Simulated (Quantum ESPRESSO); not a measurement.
# Nb (Fm-3m) in Quantum ESPRESSO: a series of runs

The runs below take Nb through relaxation of cell and atoms, with PBEsol, PBEsol+D3, PBEsol+D3(BJ), PBEsol+rVV10, PBEsol+D4.

Everything below comes from runs of Quantum ESPRESSO 7.5. Logs are shortened: lines on timing, memory, paths and dates and some standing lists are left out, and cuts for length are marked.

## 1. The structure

Symmetry: Fm-3m, No. 225, cubic system. Conventional cell: a = 4.230 Å, b = 4.230 Å, c = 4.230 Å, α = 90.00°, β = 90.00°, γ = 90.00°. Nb (site symmetry m-3m) is surrounded by 12 Nb at 2.99 Å.

This isn't the form of Nb at room conditions, which is bcc.

## 2. Relaxation of cell and atoms, PBEsol

run.py reads:

```python
import numpy as np
from ase.calculators.espresso import Espresso, EspressoProfile
import spglib
from ase import Atoms
from ase.io import read

atoms = read('Nb.cif')
cell, pos, num = spglib.standardize_cell((atoms.cell[:], atoms.get_scaled_positions(), atoms.numbers), to_primitive=True, symprec=1e-4)
atoms = Atoms(numbers=num, cell=cell, scaled_positions=pos, pbc=True)

input_data = {
    'control': {'calculation': 'scf', 'prefix': 'pwscf', 'outdir': './tmp', 'tprnfor': True, 'tstress': True, 'disk_io': 'low'},
    'system': {'ecutwfc': 45.0, 'ecutrho': 360.0, 'nbnd': 12, 'occupations': 'smearing', 'smearing': 'fd', 'degauss': 0.00367493},
    'electrons': {'conv_thr': 2e-10, 'electron_maxstep': 120, 'mixing_beta': 0.5},
}
pseudopotentials = {'Nb': 'nb_pbesol_v1.uspp.F.UPF'}
profile = EspressoProfile(command='mpirun -n 2 pw.x -nk 2', pseudo_dir='pseudo')
dft = Espresso(profile=profile, input_data=input_data, pseudopotentials=pseudopotentials, kpts=(11, 11, 11), koffset=(0, 0, 0))
atoms.calc = dft

from ase.optimize import LBFGS
from ase.filters import FrechetCellFilter
done = LBFGS(FrechetCellFilter(atoms), trajectory='opt.traj').run(fmax=0.02, steps=30)
print('converged', done)
print('cell (A)', np.round(atoms.cell.cellpar(), 5))
print(f'energy {atoms.get_potential_energy():.8f} eV')
print('forces (eV/A)')
print(np.round(atoms.get_forces(), 6))
print('stress (eV/A^3, Voigt)')
print(np.round(atoms.get_stress(), 8))
print(f'Fermi level {dft.get_fermi_level():.4f} eV')
```

Nb.cif reads:

```cif
data_Nb
_cell_length_a 4.23000000
_cell_length_b 4.23000000
_cell_length_c 4.23000000
_cell_angle_alpha 90.00000000
_cell_angle_beta 90.00000000
_cell_angle_gamma 90.00000000
_space_group_name_H-M_alt 'Fm-3m'
_space_group_name_Hall '-F 4 2 3'
_space_group_IT_number 225
loop_
_space_group_symop_operation_xyz
'x,y,z'
'-x,-y,-z'
'-y,x,z'
'y,-x,-z'
'-x,-y,z'
'x,y,-z'
'y,-x,z'
'-y,x,-z'
'x,-y,-z'
'-x,y,z'
'-y,-x,-z'
'y,x,z'
'-x,y,-z'
'x,-y,z'
'y,x,-z'
'-y,-x,z'
'z,x,y'
'-z,-x,-y'
'z,-y,x'
'-z,y,-x'
'z,-x,-y'
'-z,x,y'
'z,y,-x'
'-z,-y,x'
'-z,x,-y'
'z,-x,y'
'-z,-y,-x'
'z,y,x'
'-z,-x,y'
'z,x,-y'
'-z,y,x'
'z,-y,-x'
'y,z,x'
'-y,-z,-x'
'x,z,-y'
'-x,-z,y'
'-y,z,-x'
'y,-z,x'
'-x,z,y'
'x,-z,-y'
'-y,-z,x'
'y,z,-x'
'-x,-z,-y'
'x,z,y'
'y,-z,-x'
'-y,z,x'
'x,-z,y'
'-x,z,-y'
'x,y+1/2,z+1/2'
'-x,-y+1/2,-z+1/2'
'-y,x+1/2,z+1/2'
[... 62 lines left out ...]
'-z+1/2,-x,-y+1/2'
'z+1/2,-y,x+1/2'
'-z+1/2,y,-x+1/2'
'z+1/2,-x,-y+1/2'
'-z+1/2,x,y+1/2'
'z+1/2,y,-x+1/2'
'-z+1/2,-y,x+1/2'
'-z+1/2,x,-y+1/2'
'z+1/2,-x,y+1/2'
'-z+1/2,-y,-x+1/2'
'z+1/2,y,x+1/2'
'-z+1/2,-x,y+1/2'
'z+1/2,x,-y+1/2'
'-z+1/2,y,x+1/2'
'z+1/2,-y,-x+1/2'
'y+1/2,z,x+1/2'
'-y+1/2,-z,-x+1/2'
'x+1/2,z,-y+1/2'
'-x+1/2,-z,y+1/2'
'-y+1/2,z,-x+1/2'
'y+1/2,-z,x+1/2'
'-x+1/2,z,y+1/2'
'x+1/2,-z,-y+1/2'
'-y+1/2,-z,x+1/2'
'y+1/2,z,-x+1/2'
'-x+1/2,-z,-y+1/2'
'x+1/2,z,y+1/2'
'y+1/2,-z,-x+1/2'
'-y+1/2,z,x+1/2'
'x+1/2,-z,y+1/2'
'-x+1/2,z,-y+1/2'
'x+1/2,y+1/2,z'
'-x+1/2,-y+1/2,-z'
'-y+1/2,x+1/2,z'
'y+1/2,-x+1/2,-z'
'-x+1/2,-y+1/2,z'
'x+1/2,y+1/2,-z'
'y+1/2,-x+1/2,z'
'-y+1/2,x+1/2,-z'
'x+1/2,-y+1/2,-z'
'-x+1/2,y+1/2,z'
'-y+1/2,-x+1/2,-z'
'y+1/2,x+1/2,z'
'-x+1/2,y+1/2,-z'
'x+1/2,-y+1/2,z'
'y+1/2,x+1/2,-z'
'-y+1/2,-x+1/2,z'
'z+1/2,x+1/2,y'
'-z+1/2,-x+1/2,-y'
'z+1/2,-y+1/2,x'
'-z+1/2,y+1/2,-x'
'z+1/2,-x+1/2,-y'
'-z+1/2,x+1/2,y'
'z+1/2,y+1/2,-x'
'-z+1/2,-y+1/2,x'
'-z+1/2,x+1/2,-y'
'z+1/2,-x+1/2,y'
'-z+1/2,-y+1/2,-x'
'z+1/2,y+1/2,x'
'-z+1/2,-x+1/2,y'
'z+1/2,x+1/2,-y'
'-z+1/2,y+1/2,x'
'z+1/2,-y+1/2,-x'
'y+1/2,z+1/2,x'
'-y+1/2,-z+1/2,-x'
'x+1/2,z+1/2,-y'
'-x+1/2,-z+1/2,y'
'-y+1/2,z+1/2,-x'
'y+1/2,-z+1/2,x'
'-x+1/2,z+1/2,y'
'x+1/2,-z+1/2,-y'
'-y+1/2,-z+1/2,x'
'y+1/2,z+1/2,-x'
'-x+1/2,-z+1/2,-y'
'x+1/2,z+1/2,y'
'y+1/2,-z+1/2,-x'
'-y+1/2,z+1/2,x'
'x+1/2,-z+1/2,y'
'-x+1/2,z+1/2,-y'
loop_
_atom_site_label
_atom_site_type_symbol
_atom_site_symmetry_multiplicity
_atom_site_Wyckoff_symbol
_atom_site_fract_x
_atom_site_fract_y
_atom_site_fract_z
_atom_site_occupancy
Nb1 Nb 4 a 0.0000000000 0.0000000000 0.0000000000 1
```

Potentials or basis: GBRV 1.5 PBEsol.

Launch:

```console
$ OMP_NUM_THREADS=1 python run.py
```

What it wrote:

```text
Step          Energy          fmax
LBFGS:    0    -1604.118799        0.929150
LBFGS:    1    -1604.139578        0.172859
LBFGS:    2    -1604.139961        0.008007
converged True
cell (A) [ 2.94268  2.94268  2.94268 60.      60.      60.     ]
energy -1604.13996077 eV
forces (eV/A)
[[0. 0. 0.]]
stress (eV/A^3, Voigt)
[-0.00044439 -0.00044439 -0.00044439 -0.         -0.         -0.        ]
Fermi level 18.2077 eV
```

espresso.pwi:

```text
&CONTROL
   calculation      = 'scf'
   tstress          = .true.
   tprnfor          = .true.
   outdir           = './tmp'
   prefix           = 'pwscf'
   disk_io          = 'low'
   pseudo_dir       = 'pseudo'
/
&SYSTEM
   nbnd             = 12
   ecutwfc          = 45.0
   ecutrho          = 360.0
   occupations      = 'smearing'
   degauss          = 0.00367493
   smearing         = 'fd'
   ntyp             = 1
   nat              = 1
   ibrav            = 0
/
&ELECTRONS
   electron_maxstep = 120
   conv_thr         = 2e-10
   mixing_beta      = 0.5
/
&IONS
/
&CELL
/
&FCP
/
&RISM
/
ATOMIC_SPECIES
Nb 92.90637 nb_pbesol_v1.uspp.F.UPF

K_POINTS automatic
11 11 11  0 0 0

CELL_PARAMETERS angstrom
0.00000000000000 2.08078953130725 2.08078953130725
2.08078953130725 0.00000000000000 2.08078953130725
2.08078953130725 2.08078953130725 0.00000000000000

ATOMIC_POSITIONS angstrom
Nb 0.0000000000 0.0000000000 0.0000000000
```

espresso.pwo:

```text
This program is part of the open-source Quantum ESPRESSO suite
     for quantum simulation of materials; please cite
         "P. Giannozzi et al., J. Phys.:Condens. Matter 21 395502 (2009);
         "P. Giannozzi et al., J. Phys.:Condens. Matter 29 465901 (2017);
         "P. Giannozzi et al., J. Chem. Phys. 152 154105 (2020);
     in publications or presentations arising from this work. More details at

Warning: card &CELL ignored
Warning: card &FCP ignored
Warning: card &RISM ignored

     Message from routine setup:
     using ibrav=0 with symmetry is DISCOURAGED, use correct ibrav instead

     K-points division:     npool     =       2
     Subspace diagonalization in iterative solution of the eigenvalue problem:
     a serial algorithm will be used

     G-vector sticks info
     --------------------
     sticks:   dense  smooth     PW     G-vecs:    dense   smooth      PW
     Sum         769     379    121                14067     4957     941

     Using Slab Decomposition

     bravais-lattice index     =            0
     lattice parameter (alat)  =       5.5609  a.u.
     unit-cell volume          =     121.5937 (a.u.)^3
     number of atoms/cell      =            1
     number of atomic types    =            1
     number of electrons       =        13.00
     number of Kohn-Sham states=           12
     kinetic-energy cutoff     =      45.0000  Ry
     charge density cutoff     =     360.0000  Ry
     scf convergence threshold =      2.0E-10
     mixing beta               =       0.5000
     number of iterations used =            8  plain     mixing
     Exchange-correlation= SLA  PW   PSX  PSC
                           (   1   4  10   8   0   0   0)

     celldm(1)=   5.560861  celldm(2)=   0.000000  celldm(3)=   0.000000
     celldm(4)=   0.000000  celldm(5)=   0.000000  celldm(6)=   0.000000

     crystal axes: (cart. coord. in units of alat)
               a(1) = (   0.000000   0.707107   0.707107 )
               a(2) = (   0.707107   0.000000   0.707107 )
               a(3) = (   0.707107   0.707107   0.000000 )

     reciprocal axes: (cart. coord. in units 2 pi/alat)
               b(1) = ( -0.707107  0.707107  0.707107 )
               b(2) = (  0.707107 -0.707107  0.707107 )
               b(3) = (  0.707107  0.707107 -0.707107 )

     PseudoPot. # 1 for Nb read from file:
     nb_pbesol_v1.uspp.F.UPF
     Pseudo is Ultrasoft + core correction, Zval = 13.0
     Generated by new atomic code, or converted to UPF format
     Using radial grid of  887 points,  6 beta functions with:
                l(1) =   0
                l(2) =   0
                l(3) =   1
                l(4) =   1
                l(5) =   2
                l(6) =   2
     Q(r) pseudized with  6 coefficients,  rinner =    1.000   1.000   1.000
                                                       1.000   1.000

     atomic species   valence    mass     pseudopotential
     Nb               13.00    92.90637     Nb( 1.00)

     48 Sym. Ops., with inversion, found

   Cartesian axes

     site n.     atom                  positions (alat units)
         1        Nb     tau(   1) = (   0.0000000   0.0000000   0.0000000  )

     number of k points=    56  Fermi-Dirac smearing, width (Ry)=  0.0037
                       cart. coord. in units 2pi/alat
        k(    1) = (   0.0000000   0.0000000   0.0000000), wk =   0.0015026
        k(    2) = (   0.0642824   0.0642824  -0.0642824), wk =   0.0120210
        k(    3) = (   0.1285649   0.1285649  -0.1285649), wk =   0.0120210
        k(    4) = (   0.1928473   0.1928473  -0.1928473), wk =   0.0120210
        k(    5) = (   0.2571297   0.2571297  -0.2571297), wk =   0.0120210
        k(    6) = (   0.3214122   0.3214122  -0.3214122), wk =   0.0120210
[... 48 lines left out ...]
        k(   55) = (  -0.0642824  -0.4499770   0.7071068), wk =   0.0360631
        k(   56) = (   0.0000000  -0.3856946   0.6428243), wk =   0.0360631

     Dense  grid:    14067 G-vectors     FFT dimensions: (  36,  36,  36)

     Smooth grid:     4957 G-vectors     FFT dimensions: (  24,  24,  24)

     Initial potential from superposition of free atoms

     starting charge      12.9975, renormalised to      13.0000
     Starting wfcs are   13 randomized atomic wfcs

     Self-consistent Calculation

     iteration #  1     ecut=    45.00 Ry     beta= 0.50
     Davidson diagonalization with overlap
     ethr =  1.00E-02,  avg # of iterations =  4.5

     Threshold (ethr) on eigenvalues was too large:
     Diagonalizing with lowered threshold

     Davidson diagonalization with overlap
     ethr =  7.34E-04,  avg # of iterations =  1.1

     total energy              =    -117.88968390 Ry
     estimated scf accuracy    <       0.09646462 Ry

     iteration #  2     ecut=    45.00 Ry     beta= 0.50
     Davidson diagonalization with overlap
     ethr =  7.42E-04,  avg # of iterations =  2.0

     total energy              =    -117.90174063 Ry
     estimated scf accuracy    <       0.00406069 Ry

     iteration #  3     ecut=    45.00 Ry     beta= 0.50
     Davidson diagonalization with overlap
     ethr =  3.12E-05,  avg # of iterations =  2.7

     total energy              =    -117.90210043 Ry
     estimated scf accuracy    <       0.00040455 Ry
[... 19 lines left out ...]
     total energy              =    -117.90212277 Ry
     estimated scf accuracy    <       0.00000004 Ry

     iteration #  7     ecut=    45.00 Ry     beta= 0.50
     Davidson diagonalization with overlap
     ethr =  2.86E-10,  avg # of iterations =  2.0

     total energy              =    -117.90212278 Ry
     estimated scf accuracy    <          4.3E-10 Ry

     iteration #  8     ecut=    45.00 Ry     beta= 0.50
     Davidson diagonalization with overlap
     ethr =  3.32E-12,  avg # of iterations =  3.0

     End of self-consistent calculation

          k = 0.0000 0.0000 0.0000 (   609 PWs)   bands (ev):

   -36.4390 -11.7793 -11.7793 -11.7793  11.8810  18.2725  18.2725  18.2725
    21.0182  21.0182  30.0337  34.9310

          k = 0.0643 0.0643-0.0643 (   612 PWs)   bands (ev):

   -36.4210 -11.8954 -11.7935 -11.7935  12.1993  18.0299  18.4161  18.4161
    20.8907  20.8907  30.6693  33.7992

          k = 0.1286 0.1286-0.1286 (   616 PWs)   bands (ev):

   -36.3725 -12.1994 -11.8314 -11.8314  13.0283  17.5751  18.6685  18.6685
    20.7830  20.7830  31.4954  32.8227

          k = 0.1928 0.1928-0.1928 (   610 PWs)   bands (ev):

   -36.3081 -12.5828 -11.8805 -11.8805  13.9047  17.5457  18.6010  18.6010
    21.2667  21.2667  30.2735  33.7957
[... 248 lines left out ...]
   -36.1474 -12.8014 -12.5311 -12.1793  15.7125  16.4562  17.3100  20.2594
    22.8334  26.8750  28.8629  31.6957

          k =-0.0643-0.4500 0.7071 (   620 PWs)   bands (ev):

   -36.1358 -12.8325 -12.4923 -12.2623  15.1172  15.9919  18.1886  20.7718
    23.4837  27.0626  29.7334  29.7747

          k = 0.0000-0.3857 0.6428 (   625 PWs)   bands (ev):

   -36.1339 -12.7122 -12.6394 -12.2556  15.4089  16.6147  17.4535  20.2331
    23.4841  28.0005  28.6597  30.3790

     the Fermi energy is    18.2077 ev

!    total energy              =    -117.90212278 Ry
     estimated scf accuracy    <          4.2E-11 Ry
     smearing contrib. (-TS)   =      -0.00082940 Ry
     internal energy E=F+TS    =    -117.90129338 Ry

     The total energy is F=E-TS. E is the sum of the following terms:
     one-electron contribution =     -15.96437485 Ry
     hartree contribution      =      14.89970461 Ry
     xc contribution           =     -18.30946349 Ry
     ewald contribution        =     -98.52715965 Ry

     convergence has been achieved in   8 iterations

     Forces acting on atoms (cartesian axes, Ry/au):

     atom    1 type  1   force =     0.00000000    0.00000000    0.00000000

     Total force =     0.000000     Total SCF correction =     0.000000

     Computing stress (Cartesian axis) and pressure

          total   stress  (Ry/bohr**3)                   (kbar)     P=        0.71
   0.00000484   0.00000000   0.00000000            0.71        0.00        0.00
   0.00000000   0.00000484   0.00000000            0.00        0.71        0.00
   0.00000000   0.00000000   0.00000484            0.00        0.00        0.71

=------------------------------------------------------------------------------=
   JOB DONE.
=------------------------------------------------------------------------------=
```

Wall time 11 s (2 MPI ranks of Arm Neoverse V2, shared host); peak memory 0.18 GiB.

What came out:

* Free energy: -1604.1401 eV
* Relaxed volume: 18.02 Å³/atom
* Relaxed cell: a = 2.943 Å, b = 2.943 Å, c = 2.943 Å, α = 60.00°, β = 60.00°, γ = 60.00°
* Space group after relaxing (to 0.05 Å): Fm-3m (No. 225)
* Energy gained by relaxing: 21.2 meV/atom
* Ionic steps: 3
* Pressure after relaxing: 0.1 GPa
* Band gap on the k mesh: none (metal or under the smearing width)

The path:
| step | energy change (eV) | largest force (eV/Å) | pressure (GPa) | volume (Å³) |
| --- | --- | --- | --- | --- |
| 1 | 0.0000 | 0.0000 | -7.87 | 18.92 |
| 2 | -0.0208 | 0.0000 | -1.52 | 18.18 |
| 3 | -0.0212 | 0.0000 | 0.07 | 18.02 |

Final structure:
```
Nb
1.0
     0.00000    2.08079    2.08079
     2.08079    0.00000    2.08079
     2.08079    2.08079    0.00000
Nb
1
Direct
  0.00000 0.00000 0.00000
```

Levels at points of the mesh, in eV from the Fermi level:
```csv
k point,band 3,band 4,band 5,band 6,band 7,band 8,band 9,band 10
"(0.00, 0.00, 0.00)",-29.99,-29.99,-6.33,0.06,0.06,0.06,2.81,2.81
```

## 3. Relaxation of cell and atoms, PBEsol+D3

Changes to run.py since step 2:

```diff
@@ -12,3 +12,3 @@
     'control': {'calculation': 'scf', 'prefix': 'pwscf', 'outdir': './tmp', 'tprnfor': True, 'tstress': True, 'disk_io': 'low'},
-    'system': {'ecutwfc': 45.0, 'ecutrho': 360.0, 'nbnd': 12, 'occupations': 'smearing', 'smearing': 'fd', 'degauss': 0.00367493},
+    'system': {'ecutwfc': 45.0, 'ecutrho': 360.0, 'nbnd': 12, 'occupations': 'smearing', 'smearing': 'fd', 'degauss': 0.00367493, 'vdw_corr': 'grimme-d3', 'dftd3_version': 3},
     'electrons': {'conv_thr': 2e-10, 'electron_maxstep': 120, 'mixing_beta': 0.5},
@@ -20,5 +20,5 @@
 
-from ase.optimize import LBFGS
+from ase.optimize import BFGS
 from ase.filters import FrechetCellFilter
-done = LBFGS(FrechetCellFilter(atoms), trajectory='opt.traj').run(fmax=0.02, steps=30)
+done = BFGS(FrechetCellFilter(atoms), trajectory='opt.traj').run(fmax=0.02, steps=30)
 print('converged', done)
```

Nb.cif is that of step 2.

Potentials or basis: GBRV 1.5 PBEsol.

Launch:

```console
$ OMP_NUM_THREADS=1 python run.py
```

What it wrote:

```text
Step          Energy          fmax
BFGS:    0    -1604.470316        1.321957
BFGS:    1    -1604.513695        0.261264
BFGS:    2    -1604.514919        0.016577
converged True
cell (A) [ 2.92148  2.92148  2.92148 60.      60.      60.     ]
energy -1604.51491921 eV
forces (eV/A)
[[0. 0. 0.]]
stress (eV/A^3, Voigt)
[-0.00094019 -0.00094019 -0.00094019 -0.          0.         -0.        ]
Fermi level 18.6699 eV
```

espresso.pwi:

```text
&CONTROL
   calculation      = 'scf'
   tstress          = .true.
   tprnfor          = .true.
   outdir           = './tmp'
   prefix           = 'pwscf'
   disk_io          = 'low'
   pseudo_dir       = 'pseudo'
/
&SYSTEM
   nbnd             = 12
   ecutwfc          = 45.0
   ecutrho          = 360.0
   occupations      = 'smearing'
   degauss          = 0.00367493
   smearing         = 'fd'
   vdw_corr         = 'grimme-d3'
   dftd3_version    = 3
   ntyp             = 1
   nat              = 1
   ibrav            = 0
/
&ELECTRONS
   electron_maxstep = 120
   conv_thr         = 2e-10
   mixing_beta      = 0.5
/
&IONS
/
&CELL
/
&FCP
/
&RISM
/
ATOMIC_SPECIES
Nb 92.90637 nb_pbesol_v1.uspp.F.UPF

K_POINTS automatic
11 11 11  0 0 0

CELL_PARAMETERS angstrom
-0.00000000000000 2.06580097862290 2.06580097862290
2.06580097862290 -0.00000000000000 2.06580097862290
2.06580097862290 2.06580097862290 -0.00000000000000

ATOMIC_POSITIONS angstrom
Nb 0.0000000000 0.0000000000 0.0000000000
```

espresso.pwo:

```text
This program is part of the open-source Quantum ESPRESSO suite
     for quantum simulation of materials; please cite
         "P. Giannozzi et al., J. Phys.:Condens. Matter 21 395502 (2009);
         "P. Giannozzi et al., J. Phys.:Condens. Matter 29 465901 (2017);
         "P. Giannozzi et al., J. Chem. Phys. 152 154105 (2020);
[... 526 lines left out ...]
  -0.00000000   0.00001024   0.00000000           -0.00        1.51        0.00
   0.00000000  -0.00000000   0.00001024            0.00       -0.00        1.51

=------------------------------------------------------------------------------=
   JOB DONE.
=------------------------------------------------------------------------------=
```

Run time: 12 s. Hardware: 2 MPI ranks of Arm Neoverse V2, shared host; peak memory 0.18 GiB.

What came out:

| Property | Result |
| --- | --- |
| Free energy | -1604.5151 eV |
| Relaxed volume | 17.63 Å³/atom |
| Relaxed cell | a = 2.921 Å, b = 2.921 Å, c = 2.921 Å, α = 60.00°, β = 60.00°, γ = 60.00° |
| Space group after relaxing (to 0.05 Å) | Fm-3m (No. 225) |
| Energy gained by relaxing | 44.6 meV/atom |
| Ionic steps | 3 |
| Pressure after relaxing | 0.2 GPa |
| Band gap on the k mesh | none (metal or under the smearing width) |

Step by step:
```
step  energy change (eV)  largest force (eV/Å)  pressure (GPa)  volume (Å³)
   1              0.0000                0.0000          -11.19        18.92
   2             -0.0434                0.0000           -2.34        17.88
   3             -0.0446                0.0000            0.15        17.63
```

Final structure:
```xyz
1
Lattice="0.0000 2.0658 2.0658 2.0658 0.0000 2.0658 2.0658 2.0658 0.0000" Properties=species:S:1:pos:R:3 pbc="T T T"
Nb    0.0000    0.0000    0.0000
```

Caveat: pairwise dispersion overbinds metals, which lowers pressure and volume.

(Continued in part 2 of 2.)
